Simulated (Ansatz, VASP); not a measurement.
## Two plane-wave programs on Sb

Contents of INCAR:

```
SYSTEM = Sb
  PREC = Accurate
  ENCUT = 520
  EDIFF = 1E-7
  ISMEAR = -1
  SIGMA = 0.05
  LREAL = .False.
  LASPH = .True.
  NELM = 100
  ALGO = Normal
  ISIF = 2
  LWAVE = .False.
  LCHARG = .False.
  GGA = PE
  NBANDS = 12
```

KPOINTS

```
regular mesh
0
Gamma
  8 8 8
  0 0 0
```

Contents of POSCAR:

```
Sb
1.0
    2.1397418462      1.2353805309      3.7327777635
   -2.1397418462      1.2353805309      3.7327777635
    0.0000000000     -2.4707610619      3.7327777635
Sb
2
Direct
    0.7665100000      0.7665100000      0.7665100000
    0.2334900000      0.2334900000      0.2334900000
```

input.yaml

```yaml
crystal:
  lattice:
    - [2.1397418462, 1.2353805309, 3.7327777635]
    - [-2.1397418462, 1.2353805309, 3.7327777635]
    - [0.0, -2.4707610619, 3.7327777635]
  atoms:
    - { symbol: Sb, position: [0.76651, 0.76651, 0.76651] }
    - { symbol: Sb, position: [0.23349, 0.23349, 0.23349] }
hamiltonian:
  xc: pbe
  pseudopotentials: { kind: paw }
kpoints:
  mp_grid: { grid: [8, 8, 8] }
scf:
  occupations: { method: fermi_dirac, width: 0.05 }
output:
  forces: true
  stress: true
  eigenvalues: true
```

Change from the starting cell: volume scaled by 0.98.

Alike in both runs: task single point; functional PBE; k mesh 8 × 8 × 8; occupations fermi-dirac, width 0.05 eV; no spin polarisation.

```csv
,VASP,Ansatz
version,VASP 6.6.1,Ansatz 0.2.0
potentials or method,"VASP PAW PBE potentials, release 64 (Sb)",Ansatz PAW
plane-wave cutoff (eV),520,420
valence electrons in the cell,10,30
```

VASP gave:

| Property | Result |
| --- | --- |
| gap on the k mesh at the Fermi level (eV) | none |
| pressure (GPa) | 4.1 |
| largest component of the traceless stress (GPa) | 0.58 |
| rms of the force components (eV/Å) | 0.183 |

Q: What did Ansatz give for the same quantities?

A: gap on the k mesh at the Fermi level (eV): none; pressure (GPa): 4.0; largest component of the traceless stress (GPa): 0.53; rms of the force components (eV/Å): 0.156.

Atom by atom the forces differ by 0.026 eV/Å (rms over components). A gap of «none» marks a metal or a gap that the smearing closes. The two sets of potentials don't hold the same shells in valence.

The runs have no spin-orbit coupling, so splittings on Sb are missing.
